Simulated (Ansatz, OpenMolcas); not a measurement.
**C2H2Cl2 (cis-1,2-Dichloroethene): methods side by side**

C2H2Cl2: 6 atoms, total charge 0, spin state singlet. As SMILES, `Cl/C=C\Cl`. The shape is that of a PBE0-D4/def2-TZVP optimisation.

Quantity: the atomisation enthalpy at 298 K, in kJ/mol. The values are calculated. The thermal term (zero-point and 298 K enthalpy, harmonic and unscaled) is that of PBE0-D4/def2-TZVP; the spin-orbit lowering of the free atoms at 298 K, 6.9 kJ/mol by their spectra, is taken off.

**What was measured.** CRC Handbook of Chemistry and Physics gives the atomisation enthalpy at 298 K of the gas as 2108 kJ/mol.

| level | kind | program | value (kJ/mol) | computed − measured |
| --- | --- | --- | --- | --- |
| HF/6-311+G** | Hartree–Fock | OpenMolcas | 1433 | -675 |
| SVWN5/6-311+G** | LDA | OpenMolcas | 2467 | +359 |
| revPBE/6-311+G** | GGA | OpenMolcas | 2066 | -42 |
| TPSS/6-311+G** | meta-GGA | OpenMolcas | 2090 | -18 |
| r2SCAN/6-311+G** | meta-GGA | OpenMolcas | 2099 | -9 |
| B3LYP/6-311+G** | global hybrid | OpenMolcas | 2043 | -65 |
| M06-2X/6-311+G** | hybrid meta-GGA | OpenMolcas | 2081 | -27 |
| PBE0/6-311+G** | global hybrid | OpenMolcas | 2105 | -3 |

Nearest: PBE0/6-311+G** (-3 kJ/mol); farthest: HF/6-311+G** (-675 kJ/mol). Computed less measured by kind, in kJ/mol (6-311+G** rows): Hartree–Fock -675; LDA +359; GGA -42; meta-GGA -18 to -9; global hybrid -65 to -3.
